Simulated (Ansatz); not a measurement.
# Zr: stationary points along a deformation path

Computed with Ansatz 0.2.0, DFT PBEsol, scalar-relativistic, plane waves, PAW. The runs took a 420 eV cutoff, a Γ-centred 20×20×20 mesh and Gaussian smearing (0.15 eV). No spin polarisation. Energies are free energies at this smearing, counted from the undisturbed cell; pressure is positive in compression.

The starting cell (as given, not relaxed at this level; it stands at -2.8 GPa; this fcc form isn't the usual structure):

```yaml
crystal:
  lattice:
    - [0.00000, 2.25500, 2.25500]
    - [2.25500, 0.00000, 2.25500]
    - [2.25500, 2.25500, 0.00000]
  atoms:
    - { symbol: Zr, position: [0.00000, 0.00000, 0.00000] }
```

At fixed volume and fractional coordinates, lengths along (0.577, 0.577, 0.577) are scaled against those across it; ρ is that ratio over its starting value. V = 22.933 Å³/atom. Δσ is the stress along the axis less the mean stress across it (compression positive).

| ρ | ΔE (meV/atom) | Δσ (GPa) | space group |
| --- | --- | --- | --- |
| 0.500 | 840.1 | 0.00 | Pm-3m |
| 0.710 | 371.6 | 17.82 | R-3m |
| 1.000 | 0.0 | 0.00 | Fm-3m |
| 1.410 | 319.2 | -25.65 | R-3m |
| 2.000 | 1927.7 | -70.44 | R-3m |

Task: How does the stress give the slope of the energy, and where is the energy stationary?

Result: Along the path d ln(length) is 2/3 d ln ρ on the axis and −1/3 d ln ρ across it, so dE/d ln ρ = −(2/3) V Δσ: the energy falls with ρ where Δσ is positive. Δσ vanishes or changes sign at ρ = 0.500 (Pm-3m, an end of the scan), at 840.1 meV/atom; at ρ = 1.000 (Fm-3m), a minimum at 0.0 meV/atom. Pairs of stationary points between two samples would go unseen, and could change a minimum read from distant neighbours into a maximum. At ρ = 0.500, 1.000 the cell is cubic, where symmetry alone makes the stress isotropic and the slope zero.

In a metal these slopes depend on the k mesh and the smearing.